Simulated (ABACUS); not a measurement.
# Pb under changes of volume

One of the cells (30.323 Å³/atom); the others are scaled copies at fixed shape and fractional positions:

```xyz
1
Lattice="0.0000 2.4750 2.4750 2.4750 0.0000 2.4750 2.4750 2.4750 0.0000" Properties=species:S:1:pos:R:3 pbc="T T T"
Pb    0.0000    0.0000    0.0000
```

| Property | Result |
| --- | --- |
| Program | ABACUS 3.10.1 |
| Functional | PBE |
| Potentials or basis | PseudoDojo NC SR 0.4.1 PBE standard |
| Cutoff | 1361 eV |
| Density cutoff | 5442 eV |
| Basis | TZDP LCAO (the cutoffs set its grid) |
| k mesh | 9 × 9 × 9 |
| Occupations | fermi-dirac, width 0.05 eV |
| Spin | no spin polarisation |

```tsv
volume (Å³/atom)	energy over the lowest point (meV/atom)	pressure (GPa)
28.503	63.85	6.3
29.110	42.43	5.0
29.716	25.99	3.7
30.323	?	?
30.929	6.13	1.7
31.535	1.54	0.8
32.142	0.00	0.0
```

**Question.** What does the run at 30.323 Å³/atom give?

**Answer.** Energy over the lowest point 14.09 meV/atom; pressure 2.6 GPa.

Worked out: A Birch-Murnaghan fit of order 3 (a polynomial in V^(-2/3)) to the other rows has its minimum at 32.18 Å³/atom, just outside them, with B0 = V·E''(V) = 37 GPa and B' = 6.0. It gives 14.10 meV/atom at 30.323 Å³/atom, against the run's 14.09, and -dE/dV = 2.6 GPa, against 2.6.

Energies are extrapolated to zero smearing.

Caveats: the atomic orbitals were generated for these runs and aren't a published set; the basis of atomic orbitals isn't converged, which shifts pressures, moduli and gaps.
